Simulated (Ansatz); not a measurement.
# Te2Mo: the cost of one run

Computed with Ansatz 0.2.0 (DFT PBEsol, scalar-relativistic, plane waves, PAW, unless a step's input says otherwise).

## 1. The system as given

Symmetry: P-6m2, No. 187, hexagonal system. Conventional cell: a = 3.560 Å, b = 3.560 Å, c = 17.524 Å, α = 90.00°, β = 90.00°, γ = 120.00°. Around Te (site symmetry 3m) lie 3 Mo at 2.73 Å. Mo (site symmetry -6m2) has 6 Te at 2.73 Å as nearest neighbours.

Structure file:

```xyz
3
Lattice="3.5602 0.0000 0.0000 -1.7801 3.0833 0.0000 0.0000 0.0000 17.5241" Properties=species:S:1:pos:R:3 pbc="T T T"
Te    0.0000    2.0555   15.7341
Te    0.0000    2.0555    1.7900
Mo    0.0000    0.0000    0.0000
```

It goes back to an entry of the Materials Project, which need not be the stable form.

No relaxation comes first: the listed cell is the starting point.

## 2. Zero of the scan

Contents of input.yaml:

```yaml
crystal:
  lattice:
    - [3.560232814, 0.0, 0.0]
    - [-1.780116407, 3.0832520603, 0.0]
    - [0.0, 0.0, 17.52405782]
  atoms:
    - { symbol: Te, position: [0.3333333333, 0.6666666667, 0.89785545] }
    - { symbol: Te, position: [0.3333333333, 0.6666666667, 0.10214455] }
    - { symbol: Mo, position: [0.0, 0.0, 0.0] }
basis:
  ecutwfc: 420
kpoints:
  mp_grid: { grid: [9, 9, 2] }
hamiltonian:
  xc: pbesol
scf:
  occupations: { method: gaussian, width: 0.05 }
output:
  forces: true
  stress: true
  eigenvalues: true
```

What time and memory should one allow on 1 thread of an Arm CPU, shared host?

About 16 s, with a peak of 0.44 GiB.
